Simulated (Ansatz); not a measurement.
MgO

**What was measured.** “Disentangling orbital and spin exchange interactions for Co^2+ on a rocksalt lattice”, 2018, arxiv:1807.05012 reports, for a powder of MgO at 300 K: lattice constant a 4.2118 ± 0.0001 Å.

Level of theory: DFT, PBE, scalar-relativistic, no spin polarisation; plane waves to 420 eV with PAW datasets (Ansatz 0.2.0), Γ-centred 14×14×14 mesh, 0.05 eV Gaussian smearing; PAW files: Ansatz's generated set soft_2.

```cif
data_structure
_symmetry_space_group_name_H-M 'Fm-3m'
_symmetry_Int_Tables_number 225
_cell_length_a 4.2550
_cell_length_b 4.2550
_cell_length_c 4.2550
_cell_angle_alpha 90.000
_cell_angle_beta 90.000
_cell_angle_gamma 90.000
_cell_volume 77.04
loop_
_atom_site_label
_atom_site_type_symbol
_atom_site_symmetry_multiplicity
_atom_site_Wyckoff_symbol
_atom_site_fract_x
_atom_site_fract_y
_atom_site_fract_z
_atom_site_occupancy
Mg1 Mg 4 a 0.00000 0.00000 0.00000 1
O1 O 4 b 0.50000 0.00000 0.00000 1
```

The chain of runs began from a measured cell (COD), expanded in volume. Of that entry: the cell was measured well above room temperature.

The cell above was scaled in volume, its shape and atoms being fixed by the lattice's symmetry. Energies are counted from the cell above.

| V (Å³/atom) | ΔE (meV/atom) | P from the stress (GPa) |
| --- | --- | --- |
| 9.245 | 7.37 | 6.47 |
| 9.437 | 1.74 | 3.00 |
| 9.630 | 0.00 | -0.13 |
| 9.822 | 1.88 | -2.95 |
| 10.015 | 6.98 | -5.50 |

Q: Do the energies and the pressures agree? Compare −ΔE/ΔV between neighbouring points (1 meV/Å³ = 0.1602 GPa) with the mean of their pressures.

A: 
```
interval (Å³/atom)  −ΔE/ΔV (GPa)  mean P (GPa)
      9.24 to 9.44           4.7           4.7
      9.44 to 9.63           1.4           1.4
      9.63 to 9.82          -1.6          -1.5
     9.82 to 10.01          -4.2          -4.2
```
They differ by 0.05 GPa at most.

Q: What do the two routes give for V0, B0 and B0′?

A: A third-order Birch–Murnaghan fit of the energies: V0 = 9.62 Å³/atom, B0 = 149 GPa, B0′ = 3.8. A polynomial of P in ln V, with B = −dP/d ln V at P = 0: V0 = 9.62 Å³/atom, B0 = 149 GPa, B0′ = 4.1.

B0·V0 = 148.9 GPa × 9.62 Å³ = 8.94 eV/atom sets the scale: near the minimum ΔE ≈ ½ B0 V0 x², with x = V/V0 − 1, and a pressure of 1.5 GPa squeezes the volume by about 1 %. At the ends of the curve: x = −3.9 % predicts 6.9 meV/atom and the run gives 7.4; x = +4.1 % predicts 7.4 meV/atom and the run gives 7.0. The lopsidedness is anharmonic: atoms resist being pushed together more than being pulled apart.

**Against experiment.** A measured lattice constant a of MgO is 4.2118 Å (300 K; powder; “Disentangling orbital and spin exchange interactions for Co^2+ on a rocksalt lattice”, 2018, arxiv:1807.05012); the calculated 4.255 Å misses it by +1.0 %. 4 values of this kind are on record (4.2118 to 4.21322 Å); this one was drawn at random among those near their median, those with a stated uncertainty first. The calculation is for a static lattice, without zero-point motion or thermal expansion.

The curve describes a stiff ionic solid. In rocksalt MgO, small, doubly charged ions attract strongly, while the overlap of their closed shells sets up a steep repulsion. The balance of the two gives the large bulk modulus, and the faster growth of the repulsion on compression makes the modulus rise with pressure.

The calculated lattice constant is 1.0 % too large, as is usual for PBE, which tends to underbind such oxides. The modulus of 149 GPa is likewise somewhat below the accepted experimental value, and the two errors probably belong together, since an expanded lattice is a softer one. Zero-point motion and heating would both expand the calculated cell further, so the static comparison flatters the functional slightly.

The match between energies and stresses supports the numerical consistency of V0 and B0, but says nothing about the functional's accuracy. B0′ is less firmly fixed, as the spread between 3.8 and 4.1 suggests, because it rests on the curvature's slow change over a narrow range of volumes. Uniform scaling leaves the resistance to shear untested.
